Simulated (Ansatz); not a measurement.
Runs of Ansatz 0.2.0 on Li. It takes space group Im-3m (No. 229, cubic). Conventional cell: a = 3.509 Å, b = 3.509 Å, c = 3.509 Å, α = 90.00°, β = 90.00°, γ = 90.00°. Li (site symmetry m-3m) is surrounded by 8 Li at 3.04 Å. 

| task | level | potentials or basis | k mesh | cutoff (eV) | mesh quality | gap on the mesh (eV) | pressure (GPa) |
| --- | --- | --- | --- | --- | --- | --- | --- |
| projected density of states | HSE06 | Ansatz PAW | 6 × 6 × 6 | 420 | coarse | none | (a) |
| projected density of states | BLYP | Ansatz PAW | 6 × 6 × 6 | 420 | coarse | none | (b) |
| projected density of states | revPBE | Ansatz PAW | 6 × 6 × 6 | 420 | coarse | none | -0.1 |
| projected density of states | PBE | Ansatz PAW | 6 × 6 × 6 | 420 | coarse | none | -0.7 |
| projected density of states | PBE0 | Ansatz PAW | 6 × 6 × 6 | 420 | coarse | none | -0.3 |

Alike in all rows: no spin polarisation; cell as given; smearing fermi-dirac 0.05 eV.

Task: Estimate the missing entries.

Result: (a) -0.4; (b) -0.8.

Caveats: all runs use coarse meshes; the density of states is complete only up to the lowest level of the last band computed; the PAW data sets were made with another functional, which shifts forces and pressure a little (some runs); the thresholds are loose for stress (some runs); the potentials were made for another functional, which shifts forces and pressure (some runs).

A gap of «none» marks a metal or a gap under the smearing width.
